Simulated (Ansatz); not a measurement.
## Clamped-ion strain scan in SnO

Theory: DFT PBEsol, scalar-relativistic, plane waves, PAW in Ansatz. The runs took a 420 eV cutoff, a Γ-centred 8×6×6 mesh and Gaussian smearing (0.05 eV). No spin polarisation. Energies are free energies at this smearing, counted from the undisturbed cell; pressure is positive in compression.

Zero of the scan (as given, not relaxed at this level; it stands at -3.1 GPa; this form isn't the usual structure):

```
Sn O
1.0
     3.35500    0.00000    0.00000
     0.00000    5.67410    0.00000
     0.00000    0.00000    4.22197
Sn O
2 2
Direct
  0.00000 0.23191 0.51314
  0.50000 0.76809 0.01314
  0.00000 0.89125 0.73686
  0.50000 0.10875 0.23686
```

The cell holds layers and no dispersion correction was added, so their binding is poorly described.

The cell is strained by ε times the Voigt pattern (0, 0, 0, 0, 0, 1) (xx, yy, zz, yz, xz, xy; engineering shear) with fractional coordinates fixed.

```csv
ε,ΔE (meV/atom),"stress summed along the pattern (GPa, tension positive)",pressure (GPa),gap on the mesh (eV)
-0.0600,5.6,-1.57,-2.9,1.33
-0.0300,1.4,-0.79,-3.0,1.34
0.0000,0.0,0.00,-3.1,1.34
0.0075,0.1,0.20,-3.1,1.34
0.0150,?,0.39,?,1.34
0.0225,0.8,0.59,-3.1,1.34
0.0375,2.2,0.99,-3.0,1.34
0.0450,3.1,1.18,-3.0,1.34
0.0525,?,1.38,-3.0,?
```

By symmetry 0.0600 repeats -0.0600, -0.0450 repeats 0.0450, 0.0300 repeats -0.0300, -0.0150 repeats 0.0150 in energy; the slope of the energy along the path changes sign there.

Question: Give the withheld values.

Answer: ΔE (meV/atom) at ε = 0.0150: 0.4; pressure (GPa) at ε = 0.0150: -3.1; ΔE (meV/atom) at ε = 0.0525: 4.3; gap on the mesh (eV) at ε = 0.0525: 1.34.